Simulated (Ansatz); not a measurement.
Level of theory: DFT, r²SCAN, scalar-relativistic, no spin polarisation; plane waves to 500 eV with PAW datasets (Ansatz 0.2.0), 8×8×8 k-mesh, Gaussian smearing of 0.05 eV; PAW files: Ansatz's generated set soft_2.

A compound X2O has these computed properties.

| Property | Result |
| --- | --- |
| Space group | Pn-3m (No. 224) |
| Conventional cell | a = 4.246 Å, b = 4.246 Å, c = 4.246 Å, α = 90.00°, β = 90.00°, γ = 90.00° |
| Volume | 12.76 Å³/atom |
| Band gap | 0.79 eV |
| Smallest direct gap | 0.79 eV |
| Bader charges | X 0.57; O -1.14 e |
| Formation energy from the elements (0 K, uncorrected) | -0.49 eV/atom |
| Bulk modulus (Birch–Murnaghan) | 127 GPa |
| Pressure derivative B0′ | 4.7 |
| Shear modulus (Hill) | 7.4 GPa |
| Young's modulus | 22 GPa |
| Poisson's ratio | 0.47 |
| Elastically stable | barely (least eigenvalue 6.5 GPa), so the shear moduli are uncertain |

Sites: X on 4b, O on 2a.

Task: Which element is X?
A. Cu
B. Zn
C. Ga
D. Ni

Result: A. X is Cu, so the compound is Cu2O.

The chain of runs began from a cell as deposited in COD, expanded in volume. Of that entry: the entry's cell lengths or inner coordinates differ somewhat from later room-temperature determinations.

Semilocal functionals underestimate band gaps, commonly by a third or more.
